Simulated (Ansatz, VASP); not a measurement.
BaZrO3 in VASP and in Ansatz

```
Ba Zr O
1.0
     4.24741    0.00000    0.00000
     0.00000    4.24741    0.00000
     0.00000    0.00000    4.18303
Ba Zr O
1 1 3
Direct
  0.00000 0.00000 0.00000
  0.50000 0.50000 0.50000
  0.50000 0.50000 0.00000
  0.50000 0.00000 0.50000
  0.00000 0.50000 0.50000
```

Change from the starting cell: epitaxial_xy strain +1.0%.

Alike in both runs: task single point; functional PBE; k mesh 6 × 6 × 6; occupations fermi-dirac, width 0.02 eV; no spin polarisation.

```csv
,VASP,Ansatz
version,VASP 6.6.1,Ansatz 0.2.0
potentials or method,"VASP PAW PBE potentials, release 64 (Ba_sv, Zr_sv, O)","plane waves, PAW"
plane-wave cutoff (eV),520,420
valence electrons in the cell,40,40
```

```tsv
	VASP	Ansatz	Ansatz less VASP
gap on the k mesh at the Fermi level (eV)	3.08	3.13	+0.047
pressure (GPa)	1.2	0.2	-0.95
largest component of the traceless stress (GPa)	2.27	2.22	-0.044
```

Caveats: spin-orbit coupling is left out, which moves the levels of the heavy elements. A k mesh can miss the band edges.
